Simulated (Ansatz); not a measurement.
**CaSe in the zincblende structure, explained**

Computed with Ansatz (plane waves, PAW, 500 eV cutoff): r²SCAN, scalar-relativistic, no spin polarisation, Γ-centred 6×6×6 mesh, 0.05 eV Gaussian smearing; PAW files: Ansatz's generated set soft_2.

This is a trial structure: the heavier alkaline earths' oxides and chalcogenides take the rock-salt structure.

The relaxed structure (symmetry read at 0.01 Å). It takes space group F-43m (No. 216, cubic). The conventional cell has a = 6.559 Å, b = 6.559 Å, c = 6.559 Å, α = 90.00°, β = 90.00°, γ = 90.00°. Around Ca (site symmetry -43m) lie 4 Se at 2.84 Å. Se (site symmetry -43m) has 4 Ca at 2.84 Å as nearest neighbours. (Neighbours are counted to 15 % beyond the shortest distance.)

Results at this level of theory:

```
Volume                                                : 35.27 Å³/atom
Band gap                                              : 3.70 eV
Smallest direct gap                                   : 3.79 eV
Bader charges                                         : Ca 1.51; Se -1.51 e
Formation energy from the elements (0 K, uncorrected) : -2.02 eV/atom
Bulk modulus (Birch–Murnaghan)                        : 35 GPa
Pressure derivative B0′                               : 4.0
Shear modulus (Hill)                                  : 6.1 GPa
Young's modulus                                       : 17.3 GPa
Poisson's ratio                                       : 0.42
Elastically stable                                    : yes
```

Formal charges Ca²⁺, Se²⁻ balance and leave closed shells on every ion, so a band insulator is expected, and the gap is 3.70 eV.

Bader charges against formal ones: Ca +1.51 (+2), Se −1.51 (−2). The cations give up 75 % of the formal charge; Bader charges stay under formal ones because the anions' density reaches into the cations' basins.

Q: How stiff is it, in energy terms?

A: B0·V0 = 35.2 GPa × 35.27 Å³ = 7.76 eV/atom sets the scale: near the minimum ΔE ≈ ½ B0 V0 x², with x = V/V0 − 1, and a pressure of 0.4 GPa squeezes the volume by about 1 %. At the ends of the curve: x = −4.0 % predicts 6.2 meV/atom and the run gives 6.6; x = +7.0 % predicts 19.0 meV/atom and the run gives 17.0. The lopsidedness is anharmonic: atoms resist being pushed together more than being pulled apart.

Q: Which Debye temperature follows from the elastic moduli?

A: K = 35 GPa and G = 6.1 GPa (Hill). With a density of 2.802 g/cm³ (mean mass 59.5 u, 35.27 Å³/atom), K = 35.2 and G = 6.12 GPa from the unrounded constants, v_l = √((K + 4G/3)/ρ) = 3930 m/s and v_t = √(G/ρ) = 1480 m/s. The mean [(1/v_l³ + 2/v_t³)/3]^(−1/3) is 1680 m/s, and θ_D = (ħ/k_B)(6π²/V)^(1/3) v_m ≈ 150 K, with V the volume an atom.

Semilocal functionals underestimate band gaps, commonly by a third or more.
